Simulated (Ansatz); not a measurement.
# CrCuO2: the cost of one run

Program: Ansatz 0.2.0. Level of theory: DFT PBE+U (U_eff = 3.7 eV on Cr 3d, 4 eV on Cu 3d), scalar-relativistic, plane waves, PAW. These are calculated values, not measurements.

## (1) The structure to begin with

Symmetry: R-3m, No. 166, trigonal system. The conventional cell has a = 2.973 Å, b = 2.973 Å, c = 17.100 Å, α = 90.00°, β = 90.00°, γ = 120.00°. Cr (site symmetry -3m) is surrounded by 6 O at 1.99 Å. Around Cu (site symmetry -3m) lie 2 O at 1.85 Å. O (site symmetry 3m) is surrounded by 1 Cu at 1.85 Å and 3 Cr at 1.99 Å.

Structure file:

```xyz
4
Lattice="1.4867 0.8583 5.7000 -1.4867 0.8583 5.7000 0.0000 -1.7167 5.7000" Properties=species:S:1:pos:R:3 pbc="T T T"
Cr    0.0000    0.0000    8.5500
Cu    0.0000    0.0000    0.0000
O     0.0000    0.0000    1.8454
O     0.0000    0.0000   15.2546
```

The moments start at Cr 4.00; Cu 1.00 μB.

## (2) First run, at the start cell

input.yaml reads:

```yaml
crystal:
  lattice:
    - [1.4867, 0.8583466452, 5.7]
    - [-1.4867, 0.8583466452, 5.7]
    - [0.0, -1.7166932904, 5.7]
  atoms:
    - { symbol: Cr, position: [0.5, 0.5, 0.5], spin: 4.0 }
    - { symbol: Cu, position: [0.0, 0.0, 0.0], spin: 1.0 }
    - { symbol: O, position: [0.10792, 0.10792, 0.10792] }
    - { symbol: O, position: [0.89208, 0.89208, 0.89208] }
basis:
  ecutwfc: 420
  ecutrho_ratio: 4
kpoints:
  mp_grid: { grid: [5, 5, 5] }
hamiltonian:
  xc: pbe
  hubbard:
    sites:
      - { species: Cr, l: d, u_eff: 3.7 }
      - { species: Cu, l: d, u_eff: 4.0 }
scf:
  occupations: { method: gaussian, width: 0.05 }
output:
  forces: true
  stress: true
  eigenvalues: true
  populations: true
  hubbard: { sites: [{ species: Cr, l: d }, { species: Cu, l: d }] }
magnetization:
  spin_polarized: true
```

Run with:

```sh
ansatz run input.yaml --threads 4 --pin off --max-ram 10240MiB --backend cpu --events-out ev --progress --plain --runs-dir out
```

Q: Estimate wall time and peak memory on 4 threads of Intel Xeon at 2.70GHz, shared host.

About 2.8 s, with a peak of 0.43 GiB.
